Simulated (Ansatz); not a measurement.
# CeO2: the cost of one run

Program: Ansatz 0.2.0. Level of theory: DFT PBE, scalar-relativistic, plane waves, PAW. These are calculated values, not measurements.

1 further run of the same task is left out (it didn't finish).

## (1) The starting structure

Symmetry: Fm-3m, No. 225, cubic system. The conventional cell has a = 5.464 Å, b = 5.464 Å, c = 5.464 Å, α = 90.00°, β = 90.00°, γ = 90.00°. Around Ce (site symmetry m-3m) lie 8 O at 2.37 Å. Around O (site symmetry -43m) lie 4 Ce at 2.37 Å.

Coordinates:

```cif
data_structure
_symmetry_space_group_name_H-M 'Fm-3m'
_symmetry_Int_Tables_number 225
_cell_length_a 5.4643
_cell_length_b 5.4643
_cell_length_c 5.4643
_cell_angle_alpha 90.000
_cell_angle_beta 90.000
_cell_angle_gamma 90.000
_cell_volume 163.15
loop_
_atom_site_label
_atom_site_type_symbol
_atom_site_symmetry_multiplicity
_atom_site_Wyckoff_symbol
_atom_site_fract_x
_atom_site_fract_y
_atom_site_fract_z
_atom_site_occupancy
Ce1 Ce 4 a 0.00000 0.00000 0.00000 1
O1 O 8 c 0.25000 0.75000 0.75000 1
```

This cell comes from an earlier session at PBE: 13.596 Å³/atom at 0.00 GPa, on a 12×12×12 mesh.

Volume factors to run: 0.980, 1.020, 0.960, 1.040, 1.070, 1.100, 0.945.

## (2) At 0.980 of the relaxed volume

Input file input.yaml:

```yaml
crystal:
  lattice:
    - [0.0, 2.7137917035, 2.7137917035]
    - [2.7137917035, 0.0, 2.7137917035]
    - [2.7137917035, 2.7137917035, 0.0]
  atoms:
    - { symbol: Ce, position: [0.0, 0.0, 0.0] }
    - { symbol: O, position: [0.25, 0.25, 0.25] }
    - { symbol: O, position: [0.75, 0.75, 0.75] }
basis:
  ecutwfc: 420
  ecutrho_ratio: 4
kpoints:
  mp_grid: { grid: [12, 12, 12] }
hamiltonian:
  xc: pbe
scf:
  occupations: { method: gaussian, width: 0.05 }
output:
  forces: true
  stress: true
  eigenvalues: true
```

On the command line:

```console
$ ansatz run input.yaml --threads 2 --pin off --max-ram 2662MiB --backend cpu --events-out ev --progress --plain --runs-dir out
```

What time and memory should one allow on 2 threads of Intel Xeon 6975P-C (Granite Rapids), shared host?

About 1.1 s, with a peak of 0.38 GiB.
